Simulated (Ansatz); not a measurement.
# How cost and error scale: glassy Al2O3 (180 atoms) repeated

Wanted: cost and convergence against size for glassy Al2O3 (180 atoms).

Method: Kohn-Sham DFT, PBE, PAW (set soft_1), plane waves, in Ansatz 0.2.0.

**What experiment says.** The density of powdered alumina glass made by anodizing aluminium was measured with a helium pycnometer at room temperature (“Structure of alumina glass”, 2022, PMC8752723): density 3.05 g/cm³; number of O about Al 4.73 (by 27Al MAS NMR).

### Step 1. Set-up

The cell holds 180 atoms: 72 Al and 108 O. Its edges and angles: a = 12.596 Å, b = 12.596 Å, c = 12.596 Å, α = 90.0°, β = 90.0°, γ = 90.0°. 180 atoms (72 Al, 108 O) placed at random at 3.05 g/cm³, melted at 4500 K for 20 ps at fixed volume with the Morse and Coulomb pair potential with partial charges (Pedone, Malavasi, Menziani, Cormack and Segre, J. Phys. Chem. B 110, 11780 (2006)). Quenched from 4500 K to 300 K at 20 K/ps and fixed volume, held 5 ps. The starting density is a measured one.

Before any run, some limits are plain. The quench rate of 20 K/ps far exceeds what a furnace or splat quench reaches, so expect more defects and frozen-in strain than in a real sample. The starting topology of bonds comes from the classical model, and needn't be the one that DFT or experiment would give.

### Step 2. Plane waves, typed cell on a dense mesh

The typed cell on a k-mesh is the yardstick: it samples like Γ on the cell repeated as often as the mesh has points along each axis. Its own convergence isn't tested.

input.yaml

```yaml
crystal:
  lattice:
    - [12.5958, 0.0, 0.0]
    - [0.0, 12.5958, 0.0]
    - [0.0, 0.0, 12.5958]
  atoms:
    - { symbol: Al, position: [0.09844, 0.35257, 0.8387] }
    - { symbol: Al, position: [0.63482, 0.66544, 0.25388] }
    - { symbol: Al, position: [0.86758, 0.36187, 0.7569] }
    - { symbol: Al, position: [0.92127, 0.41456, 0.98736] }
    - { symbol: Al, position: [0.47199, 0.66721, 0.40301] }
    - { symbol: Al, position: [0.22901, 0.5698, 0.77552] }
    - { symbol: Al, position: [0.94924, 0.81588, 0.67912] }
    - { symbol: Al, position: [0.31596, 0.52431, 0.01444] }
    - { symbol: Al, position: [0.53604, 0.65996, 0.96498] }
    - { symbol: Al, position: [0.82184, 0.52958, 0.31438] }
    - { symbol: Al, position: [0.21902, 0.123, 0.81561] }
    - { symbol: Al, position: [0.31332, 0.93582, 0.12234] }
    - { symbol: Al, position: [0.99822, 0.14109, 0.72606] }
    - { symbol: Al, position: [0.1506, 0.92797, 0.95966] }
    - { symbol: Al, position: [0.43311, 0.25217, 0.78411] }
    - { symbol: Al, position: [0.09677, 0.42427, 0.51597] }
    - { symbol: Al, position: [0.44478, 0.07908, 0.53462] }
    - { symbol: Al, position: [0.5131, 0.41166, 0.97793] }
    - { symbol: Al, position: [0.80821, 0.58622, 0.67625] }
    - { symbol: Al, position: [0.92797, 0.06018, 0.47744] }
    - { symbol: Al, position: [0.69168, 0.52859, 0.85164] }
    - { symbol: Al, position: [0.10083, 0.62934, 0.43104] }
    - { symbol: Al, position: [0.6795, 0.186, 0.77958] }
    - { symbol: Al, position: [0.79049, 0.16323, 0.5982] }
    - { symbol: Al, position: [0.58165, 0.85669, 0.10955] }
    - { symbol: Al, position: [0.60167, 0.39572, 0.67707] }
    - { symbol: Al, position: [0.18034, 0.76117, 0.63149] }
    - { symbol: Al, position: [0.91103, 0.93986, 0.89069] }
    - { symbol: Al, position: [0.89529, 0.74541, 0.35128] }
    - { symbol: Al, position: [0.42914, 0.16404, 0.18941] }
    - { symbol: Al, position: [0.89799, 0.29668, 0.4032] }
    - { symbol: Al, position: [0.62329, 0.10449, 0.01572] }
    [... 142 atom lines left out ...]
    - { symbol: O, position: [0.20658, 0.89103, 0.39632] }
    - { symbol: O, position: [0.8942, 0.71165, 0.21624] }
    - { symbol: O, position: [0.4678, 0.84475, 0.19663] }
    - { symbol: O, position: [0.98504, 0.09097, 0.15403] }
    - { symbol: O, position: [0.00287, 0.9348, 0.99709] }
    - { symbol: O, position: [0.06912, 0.8403, 0.60198] }
kpoints:
  mp_grid: { grid: [2, 2, 2] }
hamiltonian:
  xc: pbe
  pseudopotentials: { kind: paw, azcp: { folder: soft_1 } }
scf:
  occupations: { method: fixed }
output:
  forces: true
  stress: true
  populations: true
  dos:
    method: { smearing: { sigma: 0.08 } }
    de: 0.1
    projected: { site_lists: { Al: [Al], O: [O] } }
  eigenvalues: true
```

Run with:

```bash
$ ansatz run input.yaml --threads 32 --pin off --max-ram 92160MiB --backend cuda --events-out ev --progress --plain --runs-dir out --max-vram 78GiB
```

Numbers of over 12 decimals in the logs are rounded to 6 here.

Output:

```text
Engine: ansatz 0.2.0, aarch64-unknown-linux-gnu
Pseudopotentials: kind: paw
Pseudopotential: Al, paw, valence charge 3, recommended cutoff 420 eV (normal), soft_1/Al.paw.azcp
Pseudopotential: O, paw, valence charge 6, recommended cutoff 420 eV (normal), soft_1/O.paw.azcp
[... 5 lines on functional and potentials left out ...]
device memory: the entry about to start is reckoned to put 54.4 GiB on a device that reports 169.2 GiB free (of which the cap on the GPU budget leaves the run 78.0 GiB)
GPU FFT provider: cuFFT
GPU libraries: cuBLAS 13.8.1, cuFFT 12.4.0, cuSOLVER 12.3.2
GPU matrix products: emulated (plane waves: as basis.precision tells), large ones in fixed point in workspaces of 1.00 GiB
Crystal: 180 atoms, lattice volume = 1998.376 Å³
Basis set: ecut = 420 eV, 39127 PW (Γ), exchange–correlation on 180×180×180 points (8 copies of the dense FFT grid, shifted against one another)
Bands: 612, of which v1, the nominal top of the filled ones, is band 432 counted from 1 (431 counted from 0)
Symmetry: 1 space group operations
Space group: P1 (ITA 1), of the structure as read, at distance tolerance 1.3e-4 Å
k-points: 8
[... 5 lines on functional and potentials left out ...]
Initial density: superposition of atomic densities (chi_scale 0.1, normalization cell, long waves kept (reshape's long-wave potential 0.08 eV rms))
Initial wavefunctions: pseudopotential atomic-orbital guess
GPU buffer pool allocated for 729000 grid points (all kernels)
GPU transforms: local potential and band sums: pruned to the plane-wave sphere, on 90×90×90
Functional: x = pbe(κ = 0.804, μ = 0.219515), c = pbe(β = 0.066725)
SCF iter   1: F=—  HF=-100316.613165 eV  |F-HF|=—  |Δ(HF+E_count)|=         —  Δρ=1.32e-1  dr2=3.56e2  ethr=3.10e-3  ⟨swp⟩=5.0  Hψ=16737  notcnv=0  defer=1413
preconditioner: auto → Resta (q_TF=auto, 2.372 Å⁻¹)  ε∞=3.1  [insulator: Δε(μ)=5.201 eV  Ē_g=16.863 eV  n_scr=460 (ndim 8)  ℏωp=24.4 eV  f_vac=0.004  ε∞_Penn≈3.1]
SCF iter   2: F=—  HF=-100221.880209 eV  |F-HF|=—  |Δ(HF+E_count)|=    9.47e1  Δρ=4.63e-2  dr2=2.17e1  ethr=3.10e-3  ⟨swp⟩=3.0  Hψ=9270  notcnv=0  defer=1418
SCF iter   3: F=—  HF=-100218.645683 eV  |F-HF|=—  |Δ(HF+E_count)|=    3.23e0  Δρ=2.30e-2  dr2=7.28e0  ethr=2.51e-3  ⟨swp⟩=2.0  Hψ=5651  notcnv=0  defer=1420
SCF iter   4: F=—  HF=-100218.409212 eV  |F-HF|=—  |Δ(HF+E_count)|=   2.36e-1  Δρ=5.35e-3  dr2=4.37e-1  ethr=8.42e-4  ⟨swp⟩=2.6  Hψ=6145  notcnv=0  defer=1423
SCF iter   5: F=—  HF=-100218.368712 eV  |F-HF|=—  |Δ(HF+E_count)|=   4.05e-2  Δρ=1.63e-3  dr2=4.62e-2  ethr=5.06e-5  ⟨swp⟩=2.0  Hψ=8368  notcnv=0  defer=1424
SCF iter   6: F=—  HF=-100218.414430 eV  |F-HF|=—  |Δ(HF+E_count)|=   4.57e-2  Δρ=5.99e-4  dr2=6.63e-3  ethr=5.35e-6  ⟨swp⟩=3.0  Hψ=6276  notcnv=0  defer=1424
SCF iter   7: F=—  HF=-100218.419964 eV  |F-HF|=—  |Δ(HF+E_count)|=   5.53e-3  Δρ=3.19e-4  dr2=1.69e-3  ethr=7.67e-7  ⟨swp⟩=2.0  Hψ=6964  notcnv=0  defer=1424
SCF iter   8: F=—  HF=-100218.418252 eV  |F-HF|=—  |Δ(HF+E_count)|=   1.71e-3  Δρ=6.36e-5  dr2=8.50e-5  ethr=1.95e-7  ⟨swp⟩=2.0  Hψ=6586  notcnv=0  defer=1424
SCF iter   9: F=—  HF=-100218.420869 eV  |F-HF|=—  |Δ(HF+E_count)|=   2.62e-3  Δρ=4.86e-5  dr2=3.59e-5  ethr=9.84e-9  ⟨swp⟩=2.0  Hψ=7649  notcnv=0  defer=1403
SCF iter  10: F=—  HF=-100218.420872 eV  |F-HF|=—  |Δ(HF+E_count)|=   2.98e-6  Δρ=1.04e-5  dr2=2.10e-6  ethr=4.16e-9  ⟨swp⟩=2.0  Hψ=7001  notcnv=0  defer=1409
SCF iter  11: F=—  HF=-100218.420874 eV  |F-HF|=—  |Δ(HF+E_count)|=   1.97e-6  Δρ=3.54e-6  dr2=2.99e-7  ethr=2.43e-10  ⟨swp⟩=2.0  Hψ=6678  notcnv=0  defer=1411
SCF iter  12: F=—  HF=-100218.420874 eV  |F-HF|=—  |Δ(HF+E_count)|=   4.19e-7  Δρ=3.78e-6  dr2=2.16e-7  ethr=1.16e-11  ⟨swp⟩=18.9  Hψ=32808  notcnv=0
SCF iter  13: F=-100218.420874 eV  HF=-100218.420874 eV  |F-HF|=3.14e-9  |Δ(HF+E_count)|=   2.87e-8  Δρ=7.28e-7  dr2=8.69e-9  ethr=1.16e-11  ⟨swp⟩=2.0  Hψ=14990  notcnv=0
SCF 1 converged in 13 iterations: F = -100218.420874 eV  dr2 = 8.69e-9
  greatest PAW one-centre occupation: 0.864 electrons in one spin orbital (limit 2), on the O atom at site 136 (counted from 0), in its partial waves of l = 0
SCF converged after 13 iterations
Free energy (F): -100218.420874 eV
Harris-Foulkes:  -100218.420874 eV  (|F-HF|=3.14e-9)
Internal energy: -100218.420874 eV  (E = F + TS)
E sigma→0 (E₀):  -100218.420874 eV
Fermi energy:    5.578529 eV
--- Per-component energies (eV) ---
  E_band       = -1489.614591
  E_kinetic    = 20341.397341
  E_local      = -46735.322266  (includes V_loc(G=0)·N_el)
  E_nonlocal   = 6373.843267
  E_hartree    = 17849.887441
  E_xc         = -10575.728692
  E_vxc        = -12135.086873  (∫ρ·V_xc dr)
  E_paw        = -51458.365991  (= ΣΔE_a)
  E_vpaw       = -5034.309174  (= ΣTr[D̂ρ^β])
  E_aug_tail   = 0.085170  (compensation charges beyond the density's cutoff)
  E_ewald      = -36014.217144
  E_smearing   = -0.000000  (= −TS)
  E_closure    = 0.000000  (closes the sum)
  Σ components = -100218.420874   (vs F -100218.420874, Δ=0.00e0)
--- Forces (eV/Å), atoms counted from 1 ---
[... 180 lines of forces left out ...]
  max |Σ_I F_I| component: 4.08e-5 eV/Å
--- Stress (GPa, compression-positive) ---
        6.617367      -0.670671       1.319439
       -0.670666       4.084610      -0.215063
        1.319439      -0.215066       2.667445
  P = ⅓ Tr σ = 4.4565 GPa (44.565 kbar)
--- Band table (eV; the first three rows and the last of 8) ---
--- Löwdin populations: 180 sites ---
  site symbol       q [e]
[... 180 lines, one an atom, left out ...]
  spilling = 0.008200 (of n_electrons = 864.000000)
```

The job ended after 6.3 s (1 × NVIDIA GB200 with 32 threads of Arm Neoverse V2, shared host; peak memory 4.7 GiB; 42 s of CPU time).

That memory is the host's; the program planned up to 54.4 GiB on the GPU. Forces of this run were stored rounded, and per-atom blocks of the log weren't kept.

The run gave:

```yaml
free_energy: -100218.4209 eV
free_energy_per_atom: -556.7690 eV/atom
scf_cycles: 13
pressure: 4.456 GPa
r_m_s_force_component: 0.9646 eV/Å
longest_force: 3.786 eV/Å
fermi_energy: 5.579 eV
spacing_of_highest_filled_and_lowest_empty_level: 2.902 eV
spilling_of_the_projection: 0.0082
```

The r.m.s. force component of 0.96 eV/Å sets the scale for the differences below.

### Step 3. Plane waves, 180 atoms

The typed cell is solved at Γ alone, the coarsest sampling of the series.

input.yaml, the sections that differ from step 2:

```yaml
kpoints:
  mp_grid: { grid: [1, 1, 1] }
output:
  forces: true
  eigenvalues: true
# crystal, hamiltonian, scf: as in step 2
```

Output:

```text
[...]
GPU FFT provider: cuFFT
GPU libraries: cuBLAS 13.8.1, cuFFT 12.4.0, cuSOLVER 12.3.2
[...]
Crystal: 180 atoms, lattice volume = 1998.376 Å³
Basis set: ecut = 420 eV, 39127 PW (Γ), exchange–correlation on 180×180×180 points (8 copies of the dense FFT grid, shifted against one another)
Bands: 612, of which v1, the nominal top of the filled ones, is band 432 counted from 1 (431 counted from 0)
Symmetry: 1 space group operations
[...]
k-points: 1
[...]
GPU buffer pool allocated for 729000 grid points (all kernels)
[...]
SCF iter   1: F=—  HF=-100316.592480 eV  |F-HF|=—  |Δ(HF+E_count)|=         —  Δρ=1.32e-1  dr2=3.56e2  ethr=3.10e-3  ⟨swp⟩=5.0  Hψ=2095  notcnv=0  defer=175
[...]
SCF iter   3: F=—  HF=-100218.561985 eV  |F-HF|=—  |Δ(HF+E_count)|=    3.25e0  Δρ=2.30e-2  dr2=7.26e0  ethr=2.51e-3  ⟨swp⟩=2.0  Hψ=579  notcnv=0  defer=65
automatic band count: iteration 3 solves 500 bands in place of 612: the levels show a gap, and the empty bands left out lie too high to hold charge; the band table lists the bands solved (type scf.n_extra_bands for more)
SCF iter   4: F=—  HF=-100218.318793 eV  |F-HF|=—  |Δ(HF+E_count)|=   2.43e-1  Δρ=4.93e-3  dr2=3.74e-1  ethr=8.40e-4  ⟨swp⟩=3.0  Hψ=767  notcnv=0  defer=66
SCF iter   5: F=—  HF=-100218.296485 eV  |F-HF|=—  |Δ(HF+E_count)|=   2.23e-2  Δρ=1.66e-3  dr2=4.81e-2  ethr=4.33e-5  ⟨swp⟩=2.0  Hψ=918  notcnv=0  defer=66
[...]
SCF iter  12: F=—  HF=-100218.343805 eV  |F-HF|=—  |Δ(HF+E_count)|=   5.15e-7  Δρ=3.47e-6  dr2=1.84e-7  ethr=1.16e-11  ⟨swp⟩=16.0  Hψ=2601  notcnv=0
SCF iter  13: F=-100218.343805 eV  HF=-100218.343805 eV  |F-HF|=1.79e-9  |Δ(HF+E_count)|=   2.28e-8  Δρ=9.09e-7  dr2=1.33e-8  ethr=1.16e-11  ⟨swp⟩=2.0  Hψ=1764  notcnv=0
SCF 1 converged in 13 iterations: F = -100218.343805 eV  dr2 = 1.33e-8
[...]
SCF converged after 13 iterations
Free energy (F): -100218.343805 eV
[...]
Internal energy: -100218.343805 eV  (E = F + TS)
E sigma→0 (E₀):  -100218.343805 eV
Fermi energy:    5.580138 eV
[...]
Σ components = -100218.343805   (vs F -100218.343805, Δ=0.00e0)
--- Forces (eV/Å), atoms counted from 1 ---
[... 180 lines of forces left out ...]
  max |Σ_I F_I| component: 4.21e-5 eV/Å
--- Band table (eV) ---
[... left out ...]
```

Run time: 1.6 s. Hardware: 1 × NVIDIA GB200 with 32 threads; peak memory 1.1 GiB.

That memory is the host's; the program planned up to 5.8 GiB on the GPU.

The energy lies 0.428 meV/atom above the dense-mesh reference.

### Step 4. Support functions, 180 atoms

The typed cell is solved at Γ alone, now in support functions.

This step: Kohn-Sham DFT, PBE, PAW (set soft_1), localised support functions (medium) (Ansatz 0.2.0).

Edit input.yaml of step 3 so:

```diff
@@ -14,2 +14,4 @@
   occupations: { method: fixed }
+  eigensolver: { kind: { support_functions: { accuracy: medium } } }
+  max_iter: 150
 output:
```

Elapsed: 3.9 s, on 1 × NVIDIA GB200 with 32 threads; peak memory 0.97 GiB.

That memory is the host's; the program planned up to 4.9 GiB on the GPU.

The program notes that the band table was not solved further than the SCF left it and it switched symmetry off.

It converged in 13 SCF cycles; the log is left out.

The energy lies 2.28 meV/atom below the dense-mesh reference, and 2.7 meV/atom below plane waves of the same size, an offset between the two bases that leaves the sampling error alike.

### Step 5. Plane waves, 1440 atoms

The cell is repeated and solved at Γ in plane waves, whose cost grows towards the cube of the size.

This step: Kohn-Sham DFT, PBE, PAW (set soft_1), plane waves (Ansatz 0.2.0).

input.yaml, the sections that differ from step 4:

```yaml
crystal:
  lattice:
    - [12.5958, 0.0, 0.0]
    - [0.0, 12.5958, 0.0]
    - [0.0, 0.0, 12.5958]
  atoms:
    [... the 180 atom lines of step 2 ...]
  supercell: [2, 2, 2]
scf:
  occupations: { method: fixed }
# kpoints, hamiltonian, output: as in step 4
```

The job ended after 2.9 min (1 × NVIDIA GB200 with 32 threads; peak memory 3.7 GiB; 3.2 min of CPU time).

That memory is the host's; the program planned up to 77.5 GiB on the GPU.

The program repeats the typed cell 2×2×2 times, 1440 atoms in all; totals in the log are those of the whole repeated cell, and force differences are taken after averaging over the copies of each atom.

Notices of the run: band edge not confirmed under output density; subspace factor gpu capped.

It converged in 14 SCF cycles; the log is left out.

This repeat at Γ samples the very k-points of the reference's mesh, so the two must agree.

The energy lies 0 meV/atom below the dense-mesh reference.

### Step 6. Support functions, 1440 atoms

The repeated cell is solved at Γ in support functions.

This step: Kohn-Sham DFT, PBE, PAW (set soft_1), localised support functions (medium) (Ansatz 0.2.0).

Edit input.yaml of step 5 so:

```diff
@@ -15,2 +15,5 @@
   occupations: { method: fixed }
+  eigensolver: { kind: { support_functions: { accuracy: medium } } }
+  mixing: { beta: 0.2 }
+  max_iter: 150
 output:
```

Elapsed: 23 s, on 1 × NVIDIA GB200 with 32 threads; peak memory 3.4 GiB.

That memory is the host's; the program planned up to 27.8 GiB on the GPU.

The program repeats the typed cell 2×2×2 times, 1440 atoms in all; totals in the log are those of the whole repeated cell, and force differences are taken after averaging over the copies of each atom.

It converged in 16 SCF cycles; the log is left out.

The energy lies 2.74 meV/atom below the dense-mesh reference, and 2.7 meV/atom below plane waves of the same size, an offset between the two bases that leaves the sampling error alike.

### Step 7. Truncated density matrix, 1440 atoms

Cutting the density matrix at a range is meant to remove the step that grows fastest with size; it needs a cell with a gap.

This step: Kohn-Sham DFT, PBE, PAW (set soft_1), localised support functions (medium), truncated density matrix (Ansatz 0.2.0).

input.yaml, the sections that differ from step 6:

```yaml
scf:
  occupations: { method: fixed }
  eigensolver:
    kind:
      support_functions: { accuracy: medium, density_matrix: { truncated: {} } }
    mixed_precision: true
  mixing: { beta: 0.2 }
  max_iter: 150
output:
  forces: true
# crystal, kpoints, hamiltonian: as in step 6
```

Output:

```text
Warning: scf.eigensolver.kind.support_functions: disabling space-group detection — the functions' gradient is summed over unrotated k-points, so no spatial operation reduces the k-mesh or symmetrises the density; time reversal is kept, so that k and −k are solved as one point where they differ and the mesh holds both, and exact exchange and, on two spinor components, a DFT+U term hold to it where the run has them: [...]
Warning: basis.ecutwfc = 464 eV, auto-derived: no grid that the accuracy of the support functions lays serves the files at the lower one that their records recommend; a deck with other species or settings can derive another value
settings of this run that can trade accuracy for cost: scf.eigensolver.mixed_precision: true; scf.eigensolver.kind.support_functions; scf.eigensolver.kind.support_functions.density_matrix.truncated [...]
[...]
GPU FFT provider: cuFFT
GPU libraries: cuBLAS 13.8.1, cuFFT 12.4.0, cuSOLVER 12.3.2
[...]
Crystal: 1440 atoms, lattice volume = 15987.010 Å³
Basis set: ecut = 464 eV, 362925 PW (Γ), exchange–correlation on 360×360×360 points (8 copies of the dense FFT grid, shifted against one another)
Bands: 3555, of which v1, the nominal top of the filled ones, is band 3456 counted from 1 (3455 counted from 0)
Symmetry: 1 space group operations
k-points: 1
[...]
GPU buffer pool allocated for 5832000 grid points (all kernels)
[...]
SCF iter   1: F=—  HF=-801962.220307 eV  |F-HF|=—  |Δ(HF+E_count)|=         —  Δρ=1.40e-1  dr2=3.05e3  ethr=1.00e-1
[...]
SCF iter  21: F=—  HF=-801751.097544 eV  |F-HF|=—  |Δ(HF+E_count)|=   1.06e-4  Δρ=6.23e-6  dr2=7.29e-6  ethr=2.15e-10  κ⁻¹=5.7e-5(r=7)
SCF iter  22: F=-801751.097465 eV  HF=-801751.097467 eV  |F-HF|=2.19e-6  |Δ(HF+E_count)|=   7.71e-5  Δρ=4.90e-6  dr2=5.43e-6  ethr=1.05e-10
WARN: states of the grid below an occupied one that the support functions miss were sought only among those that the levels near the highest filled one couple to: one that couples little to each, as a local one in a large cell, is not found (with such a state the run ended in a higher one, [...]
SCF 1 converged in 22 iterations: F = -801751.315255 eV  dr2 = 5.43e-6
[...]
SCF converged after 22 iterations
Stability not checked: this state was not tested for a lower state beside it, because the mixer in use, unlike msr1, does not test its closes by its own steps (another_mixer; see scf.mixing.algorithm and scf.lower_state_search)
Free energy (F): -801751.315255 eV
[...]
Internal energy: -801751.315255 eV  (E = F + TS)
E sigma→0 (E₀):  -801751.315255 eV
Fermi energy:    5.578341 eV
[...]
Σ components = -801751.315255   (vs F -801751.315255, Δ=0.00e0)
--- Forces (eV/Å), atoms counted from 1 ---
  atom   1  Al     2.02272295    -0.39928147     1.10494304
  atom   2  Al    -0.01212277    -0.45846959    -1.68018286
  atom   3  Al     0.30614360     0.43319814     1.32419796
  atom   4  Al    -0.37436775    -0.09285951     0.61482576
  atom   5  Al    -0.64951530    -0.94658811     0.38959573
  atom   6  Al     0.19093983     0.36935640     1.55065056
  [... forces on the other 1434 atoms ...]
  max |Σ_I F_I| component: 2.73e-2 eV/Å
```

It took 22 s on 1 × NVIDIA GB200 with 32 threads; peak memory 3.4 GiB.

That memory is the host's; the program planned up to 28.7 GiB on the GPU.

The program repeats the typed cell 2×2×2 times, 1440 atoms in all; totals in the log are those of the whole repeated cell, and force differences are taken after averaging over the copies of each atom.

The program notes that the search for missed states was only partial.

The energy lies 2.74 meV/atom below the dense-mesh reference, and 2.7 meV/atom below plane waves of the same size, an offset between the two bases that leaves the sampling error alike.

(Part 1 of 2 ends here.)

[Logs are printed without paths, hosts, clocks, repeated set-up lines and the standing remarks that a program may print on its own settings, such as how far it seeks lower states.]

[Hosts, paths, dates, database ids (printed as entryN), source tags and the programs' standing remarks are cut or masked in the printed files.]
